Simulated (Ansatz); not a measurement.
Ansatz input

```yaml
crystal:
  lattice:
    - [-3.0458723197, 3.4680141078, 1.3746276973]
    - [3.4680141078, -3.0458723197, 1.3746276973]
    - [1.9601016784, 1.9601016784, -0.6014742391]
  atoms:
    - { symbol: Pd, position: [0.0079796092, 0.9920203908, 1.0], spin: 0.5 }
    - { symbol: Pd, position: [0.7420203908, 0.2579796092, 0.5], spin: -0.5 }
hamiltonian:
  xc: revpbe
  pseudopotentials:
    kind: paw
    azcp:
      Pd: "pseudopotentials/Pd.paw.azcp"
basis:
  ecutwfc: 420
  fft_grid_basis: typed
kpoints:
  mp_grid: { grid: [14, 14, 13], shift: [0, 0, 0] }
magnetization:
  spin_polarized: true
scf:
  occupations: { method: fermi_dirac, width: 0.05 }
  lower_state_search: "off"
output:
  stress: true
```

Output

```
Engine: ansatz 0.2.0, x86_64-unknown-linux-gnu
Pseudopotentials: kind: paw
Pseudopotential: Pd, paw, valence charge 18, recommended cutoff 420 eV (normal) 
Functional definition: revPBE
  parameter kappa = 1.245
  parameter beta = 0.06672455060314922
  exchange = pbe_x(kappa = kappa, mu = beta*pi^2/3)
  correlation = pbe_c(beta = beta)
Crystal: 2 atoms, lattice volume = 36.756 Å³
Basis set: ecut = 420 eV, 723 PW (Γ)
Bands: 23, of which v1, the nominal top of the filled ones, is band 18 counted from 1 (17 counted from 0)
Symmetry: 2 space group operations
Space group: C2 (ITA 5), of the structure as read, at distance tolerance 3.3e-5 Å
Magnetic group: BNS 15.88 (UNI 95), of the structure as read, at distance tolerance 3.3e-5 Å
k-points: 687 of 2548 (time reversal used)
Non-local potential: Pd, projectors of the file, l = 0: 2, l = 1: 2, l = 2: 2, l = 3: 1
PAW form: soft (Blöchl's): semilocal exchange-correlation on the pseudo side does not see the compensation charge
PAW frozen core: Pd, regenerated for the run's functional, and the local potential with it (the file was generated under x = pbe(κ = 0.804, μ = 0.2195149727645171), c = pbe(β = 0.06672455060314922))
PAW one-centre angular grid: Pd, 590 points (default); XC on 64 Gauss nodes
Initial density: superposition of atomic densities (chi_scale 0.1, normalization cell)
Starting moments: Σ|m| = 1 μB on 2 of 2 sites
Starting magnetic order: antiferromagnet; an inversion exchanges its spin sublattices: spin-degenerate at every k-point
Initial wavefunctions: pseudopotential atomic-orbital guess
Functional: x = revpbe(κ = 1.245, μ = 0.2195149727645171), c = pbe(β = 0.06672455060314922)
SCF iter   1: F=—  HF=-13957.966075 eV  |F-HF|=—  |Δ(HF+E_count)|=         —  Δρ=7.23e-2 (↑7.23e-2 ↓7.23e-2)  dr2=7.62e0  dr2_m=1.74e-1  M=-0.000 μB ∫|m|=0.314 μB  β_m=0.30  ethr=3.10e-3  ⟨swp⟩=5.3  Hψ=128406  notcnv=0
spin=Collinear: Kerker preconditioning applied to the charge; magnetization (m = ρ↑ − ρ↓) channel mixes plain (no charge-response kernel on spin).
SCF iter   2: F=—  HF=-13956.716706 eV  |F-HF|=—  |Δ(HF+E_count)|=    1.25e0  Δρ=4.12e-2 (↑4.12e-2 ↓4.12e-2)  dr2=2.28e0  dr2_m=1.07e-1  M=0.000 μB ∫|m|=0.250 μB  β_m=0.30  ethr=3.10e-3  ⟨swp⟩=2.3  Hψ=62661  notcnv=0  defer=314
SCF iter   3: F=—  HF=-13956.231922 eV  |F-HF|=—  |Δ(HF+E_count)|=   4.85e-1  Δρ=1.94e-2 (↑1.94e-2 ↓1.94e-2)  dr2=1.28e-1  dr2_m=6.56e-2  M=-0.000 μB ∫|m|=0.200 μB  β_m=0.30  ethr=3.10e-3  ⟨swp⟩=2.1  Hψ=52288  notcnv=0  defer=318
SCF iter   4: F=—  HF=-13956.246190 eV  |F-HF|=—  |Δ(HF+E_count)|=   1.43e-2  Δρ=1.13e-2 (↑1.13e-2 ↓1.13e-2)  dr2=6.57e-3  dr2_m=4.08e-2  M=0.000 μB ∫|m|=0.162 μB  β_m=0.30  ethr=3.55e-4  ⟨swp⟩=2.0  Hψ=70888  notcnv=0  defer=488
SCF iter   5: F=—  HF=-13956.252620 eV  |F-HF|=—  |Δ(HF+E_count)|=   6.43e-3  Δρ=8.99e-3 (↑8.99e-3 ↓8.99e-3)  dr2=3.53e-3  dr2_m=2.55e-2  M=0.000 μB ∫|m|=0.131 μB  β_m=0.30  ethr=1.82e-5  ⟨swp⟩=2.0  Hψ=44208  notcnv=0  defer=488
SCF iter   6: F=—  HF=-13956.258577 eV  |F-HF|=—  |Δ(HF+E_count)|=   5.96e-3  Δρ=6.92e-3 (↑6.92e-3 ↓6.92e-3)  dr2=2.86e-4  dr2_m=1.60e-2  M=0.000 μB ∫|m|=0.107 μB  β_m=0.30  ethr=9.80e-6  ⟨swp⟩=2.0  Hψ=51252  notcnv=0  defer=488
SCF iter   7: F=—  HF=-13956.260709 eV  |F-HF|=—  |Δ(HF+E_count)|=   2.13e-3  Δρ=5.50e-3 (↑5.50e-3 ↓5.50e-3)  dr2=1.53e-4  dr2_m=1.01e-2  M=0.000 μB ∫|m|=0.087 μB  β_m=0.30  ethr=7.95e-7  ⟨swp⟩=2.3  Hψ=42228  notcnv=0  defer=488
Mixer restart at iter 7: flushing history
spin-set hold released at iteration 7 (site moments contracting): the magnetisation degrees of freedom join the quasi-Newton model from the next iteration; the mixer history was flushed
SCF iter   8: F=—  HF=-13956.262064 eV  |F-HF|=—  |Δ(HF+E_count)|=   1.35e-3  Δρ=4.39e-3 (↑4.39e-3 ↓4.39e-3)  dr2=1.07e-4  dr2_m=6.46e-3  M=0.000 μB ∫|m|=0.071 μB  β_m=0.56  ethr=4.25e-7  ⟨swp⟩=2.3  Hψ=42086  notcnv=0  defer=488
SCF iter   9: F=—  HF=-13956.264496 eV  |F-HF|=—  |Δ(HF+E_count)|=   2.43e-3  Δρ=7.84e-4 (↑7.82e-4 ↓7.84e-4)  dr2=1.41e-5  dr2_m=2.04e-4  M=0.000 μB ∫|m|=0.015 μB  β_m=0.82  ethr=2.99e-7  ⟨swp⟩=2.0  Hψ=53163  notcnv=0  defer=488
SCF iter  10: F=—  HF=-13956.264605 eV  |F-HF|=—  |Δ(HF+E_count)|=   1.09e-4  Δρ=1.36e-4 (↑1.36e-4 ↓1.32e-4)  dr2=3.36e-6  dr2_m=5.44e-6  M=0.000 μB ∫|m|=0.003 μB  β_m=0.91  ethr=3.91e-8  ⟨swp⟩=2.0  Hψ=56137  notcnv=0  defer=488
SCF iter  11: F=—  HF=-13956.264610 eV  |F-HF|=—  |Δ(HF+E_count)|=   4.54e-6  Δρ=4.91e-5 (↑4.28e-5 ↓4.91e-5)  dr2=1.94e-6  dr2_m=2.01e-7  M=0.000 μB ∫|m|=0.000 μB  β_m=0.83  ethr=9.32e-9  ⟨swp⟩=2.0  Hψ=53576  notcnv=0  defer=488
SCF iter  12: F=—  HF=-13956.264610 eV  |F-HF|=—  |Δ(HF+E_count)|=   1.56e-7  Δρ=1.80e-5 (↑1.79e-5 ↓1.80e-5)  dr2=7.45e-7  dr2_m=5.80e-9  M=0.000 μB ∫|m|=0.000 μB  β_m=0.78  ethr=5.39e-9  ⟨swp⟩=2.8  Hψ=53550  notcnv=0  defer=488
SCF iter  13: F=—  HF=-13956.264610 eV  |F-HF|=—  |Δ(HF+E_count)|=   3.78e-8  Δρ=9.85e-6 (↑9.85e-6 ↓8.97e-6)  dr2=2.08e-7  dr2_m=1.59e-9  M=0.000 μB ∫|m|=0.000 μB  β_m=0.74  ethr=2.07e-9  ⟨swp⟩=1.0  Hψ=31222  notcnv=0  defer=488
iter 14 did not close the SCF: its close was put off for a magnetic moment that had not settled (scf_convergence_deferred on its scf_iter line)
SCF iter  14: F=-13956.264610 eV  HF=-13956.264610 eV  |F-HF|=1.35e-8  |Δ(HF+E_count)|=   1.39e-8  Δρ=3.60e-6 (↑3.60e-6 ↓2.65e-6)  dr2=2.53e-8  dr2_m=2.77e-10  M=0.000 μB ∫|m|=0.000 μB  β_m=0.87  ethr=2.78e-10  ⟨swp⟩=3.0  Hψ=85660  notcnv=0
SCF iter  15: F=-13956.264610 eV  HF=-13956.264610 eV  |F-HF|=5.29e-10  |Δ(HF+E_count)|=  1.82e-10  Δρ=7.32e-7 (↑7.32e-7 ↓6.46e-7)  dr2=1.19e-9  dr2_m=5.03e-12  M=0.000 μB ∫|m|=0.000 μB  ethr=7.01e-11  ⟨swp⟩=2.0  Hψ=81873  notcnv=0
WARN: the starting moments were not kept: the SCF closed with an absolute magnetisation of 2.5e-6 μB, where they sum to 1 μB in size (2 sites). That is at most 0.1 of that sum. Measured as dr2_m measures the in/out step, that magnetisation stands 3.0e-12 eV from none, at or under the dr2_threshold of 1.0e-7 eV: it is no larger than a step whose dr2_m would equal this threshold. The system may hold no moment; this SCF shows only that its start led to no more than that. To try another start: raise the starting moments (crystal.atoms[].spin, magnetization.per_species, magnetization.initial_magnetization, or on a non-collinear deck that types none of these the spinor_matrix: blocks that start its atoms; where the total moment is fixed, keep their sum and leave initial_magnetization as it is; typed ones take the place of any that the run laid by itself, positive ones on a crystal's lanthanoids without a Hubbard term where scf.initial_density.shell_occupations: [] is typed) or, if the notice of its spin-set hold's release reads "site moments contracting" or "site moments show no strong build", lengthen the hold (scf.mixing.spin_hold: { on: { confirm: 4 } }; for m-r²SCAN on two components see the key's manual first). Each may lead to a state that holds a moment. A second SCF, from the converged charge density, with the starting moments and any scf.initial_density.shell_occupations laid on it anew, would have followed, and was not run: the deck does not ask for one (magnetization.retry_lost_moments is false, the default). To let it run, set magnetization.retry_lost_moments: true and run the deck again, where that key's refused combinations let it; where memory then withholds it, that run's warning says so.
SCF 1 converged in 15 iterations: F = -13956.264610 eV  dr2 = 1.19e-9
SCF converged after 15 iterations
Magnetization: 0.0000 μB (18.0000 up, 18.0000 down)
Absolute magnetization: 0.0000 μB (∫|ρ↑−ρ↓|, with the PAW one-centre terms)
Spin contamination: 0.0000 ħ² per cell (⟨S²⟩ above its minimum at these occupations)
Per-site moments (μB) at R_I (Å): [(-9.538093071386045e-7, 1.1604976656689465), (1.1830526027035686e-6, 1.1604976656689465)]
Free energy (F): -13956.264610 eV
Harris-Foulkes:  -13956.264610 eV  (|F-HF|=5.29e-10)
Internal energy: -13956.232285 eV  (E = F + TS)
E sigma→0 (E₀):  -13956.248448 eV
Entropy (-TS):   -0.032324 eV (-16.162 meV/atom)
Fermi energy:    14.744702 eV
--- Per-component energies (eV) ---
  E_band       = -434.261877
  E_kinetic    = 1022.786620
  E_local      = -4187.413484  (includes V_loc(G=0)·N_el)
  E_nonlocal   = 434.528756
  E_hartree    = 1686.816413
  E_xc         = -334.608160
  E_vxc        = -418.843301  (∫ρ·V_xc dr)
  E_paw        = -7511.949134  (= ΣΔE_a)
  E_vpaw       = -658.954895  (= ΣTr[D̂ρ^β])
  E_aug_tail   = 0.000414  (compensation charges beyond the density's cutoff)
  E_ewald      = -5066.237386
  E_core_change = -0.156323  (= ΣΔE_core)
  E_smearing   = -0.032324  (= −TS)
  E_closure    = 0.000000  (closes the sum)
  Σ components = -13956.264610   (vs F -13956.264610, Δ=0.00e0)
--- Stress (GPa, compression-positive) ---
      -11.697912       0.030752       0.122456
        0.030752     -11.697912       0.122456
        0.122456       0.122456     -10.905310
  P = ⅓ Tr σ = -11.4337 GPa (-114.337 kbar)
```
